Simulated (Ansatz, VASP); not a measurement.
# One calculation of GaP, two programs

```
Ga P
1.0
     0.00000    2.72525    2.72525
     2.72525    0.00000    2.72525
     2.72525    2.72525    0.00000
Ga P
1 1
Cartesian
  0.0000 0.0000 0.0000
  4.0879 4.0879 4.0879
```

Alike in both runs: task relaxation of cell and atoms; functional r2SCAN; k mesh 8 × 8 × 8; occupations fermi-dirac, width 0.05 eV; no spin polarisation.

|  | VASP | Ansatz |
| --- | --- | --- |
| version | VASP 6.6.1 | Ansatz 0.2.0 |
| potentials or method | VASP PAW PBE potentials, release 64 (Ga_d, P) | Ansatz PAW |
| plane-wave cutoff (eV) | 600 | 500 |
| valence electrons in the cell | 18 | 18 |

Ansatz gave:

| Item | Value |
| --- | --- |
| gap on the k mesh at the Fermi level, each at its own relaxed structure (eV) | 1.89 |
| relaxed volume (Å³/atom) | 20.24 |
| relaxed cell length with the largest relative difference (Å) | 3.854 |

Problem. Which values does VASP return?

Solution. gap on the k mesh at the Fermi level, each at its own relaxed structure (eV): 1.90; relaxed volume (Å³/atom): 20.24; relaxed cell length with the largest relative difference (Å): 3.854.

Caveats: the relaxation stopped at its first step, so nothing moved (VASP); the PAW data sets were made with another functional, which shifts forces and pressure a little (VASP); the plane-wave basis is chosen anew once the cell has moved, so the energies of steps on either side of that aren't comparable (Ansatz); the PAW data sets come from PBE, with cores solved anew for the run's functional, which leaves a small shift of forces and pressure (Ansatz). A k mesh can miss the band edges. r2SCAN opens gaps a little over a GGA but as a rule still falls short of measured ones.
